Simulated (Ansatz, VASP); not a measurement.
## One calculation of MgO, two programs

File INCAR:

```
SYSTEM = MgO
  PREC = Accurate
  ENCUT = 520
  EDIFF = 1E-6
  ISMEAR = 0
  SIGMA = 0.05
  LREAL = .False.
  LASPH = .True.
  NELM = 60
  ALGO = Normal
  ISIF = 2
  LWAVE = .False.
  LCHARG = .False.
  GGA = PE
  NBANDS = 11
```

The input KPOINTS:

```
regular mesh
0
Gamma
  10 10 10
  0 0 0
```

File POSCAR:

```
MgO
1.0
    0.0000000000      2.1351500000      2.1351500000
    2.1351500000      0.0000000000      2.1351500000
    2.1351500000      2.1351500000      0.0000000000
Mg O
1 1
Direct
   -0.1170877924      0.1170877924     -0.1170877924
    0.5000000000      0.5000000000      0.5000000000
```

Input for Ansatz:

```yaml
crystal:
  lattice:
    - [0.0, 2.13515, 2.13515]
    - [2.13515, 0.0, 2.13515]
    - [2.13515, 2.13515, 0.0]
  atoms:
    - { symbol: Mg, position: [-0.1170877924, 0.1170877924, -0.1170877924] }
    - { symbol: O, position: [0.5, 0.5, 0.5] }
basis:
  ecutwfc: 420
kpoints:
  mp_grid: { grid: [10, 10, 10] }
hamiltonian:
  xc: pbe
scf:
  occupations: { method: gaussian, width: 0.05 }
output:
  forces: true
  stress: true
  eigenvalues: true
  write_density: true
  write_potential: true
  elf: true
  volumetric_format: npy
```

Change from the starting cell: all Mg atoms moved -0.500 Å, as atom 1 along Cartesian [0 1 0].

Alike in both runs: task single point; functional PBE; k mesh 10 × 10 × 10; occupations gaussian, width 0.05 eV; no spin polarisation.

|  | VASP | Ansatz |
| --- | --- | --- |
| version | VASP 6.6.1 | Ansatz 0.2.0 |
| potentials or method | VASP PAW PBE potentials, release 64 (Mg, O) | scalar-relativistic, plane waves, PAW |
| plane-wave cutoff (eV) | 520 | 420 |
| valence electrons in the cell | 8 | 16 |

Ansatz gave:

```
gap on the k mesh at the Fermi level (eV) : 4.34
least direct gap on the mesh (eV)         : 4.34
rms of the force components (eV/Å)        : 4.362
```

Problem. Estimate VASP's values.

Solution. gap on the k mesh at the Fermi level (eV): 4.33; least direct gap on the mesh (eV): 4.33; rms of the force components (eV/Å): 4.500.

Atom by atom the forces differ by 0.138 eV/Å (rms over components). The two sets of potentials don't hold the same shells in valence.

Caveats: forces of over 1 eV/Å show positions far from the minimum, so gaps and moduli don't describe the material at rest.
